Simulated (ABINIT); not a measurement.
The system is Te.

```xyz
3
Lattice="4.4540 0.0000 0.0000 -2.2270 3.8573 0.0000 0.0000 0.0000 5.9240" Properties=species:S:1:pos:R:3 pbc="T T T"
Te    1.6279    2.8197    0.0000
Te   -0.5991    1.0376    3.9493
Te    1.1981    0.0000    1.9747
```

Base run:

| Property | Result |
| --- | --- |
| Program | ABINIT 10.8.3 (patched build) |
| Functional | PBE |
| Potentials or basis | PseudoDojo NC SR PBE v0.4.1 standard |
| Cutoff | 1088 eV |
| k mesh | 5 × 5 × 4 |
| Occupations | fermi-dirac, width 0.05 eV |
| Spin | no spin polarisation |

Its results: band gap on the k mesh 0.54 eV, indirect (least direct gap 0.75 eV); pressure 1.6 GPa; largest force 0.179 eV/Å.

The run is repeated on the same cell with these changes: functional from PBE to LDA; potentials or basis from PseudoDojo NC SR PBE v0.4.1 standard to PseudoDojo NC SR LDA v0.4.1 standard; cutoff from 1088 eV to 952 eV. What comes out?

Band gap on the k mesh 0.50 eV, indirect (least direct gap 0.72 eV); pressure -2.0 GPa; largest force 0.080 eV/Å.

Caveats: spin-orbit coupling is left out, which moves the levels of the heavy elements; an odd mesh through Γ misses points on the zone boundary, where band edges often lie.

Not every run made on this cell is shown here.
